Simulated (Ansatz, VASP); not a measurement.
## One calculation of Br, two programs

```
Br
1.0
     4.59760    0.00000    0.00000
     0.00000    4.59760    0.00000
     0.00000    0.00000    4.59760
Br
3
Direct
  0.50000 0.00000 0.00000
  0.00000 0.50000 0.00000
  0.00000 0.00000 0.50000
```

Alike in both runs: task single point; functional r2SCAN; k mesh 5 × 5 × 5; occupations fermi-dirac, width 0.3 eV; no spin polarisation.

|  | VASP | Ansatz |
| --- | --- | --- |
| version | VASP 6.6.1 | Ansatz 0.2.0 |
| potentials or method | VASP PAW PBE potentials, release 64 (Br) | plane waves, PAW |
| plane-wave cutoff (eV) | 520 | 500 |
| valence electrons in the cell | 21 | 21 |

```tsv
	VASP	Ansatz	Ansatz less VASP
pressure (GPa)	0.3	0.3	+0.02
```

With one functional, cell and mesh, what is left measures potentials, basis and numerics.

Caveats: the PAW data sets were made with another functional, which shifts forces and pressure a little (VASP); an odd number of electrons without spin polarisation forces a metal; a magnetic or distorted state may lie lower.
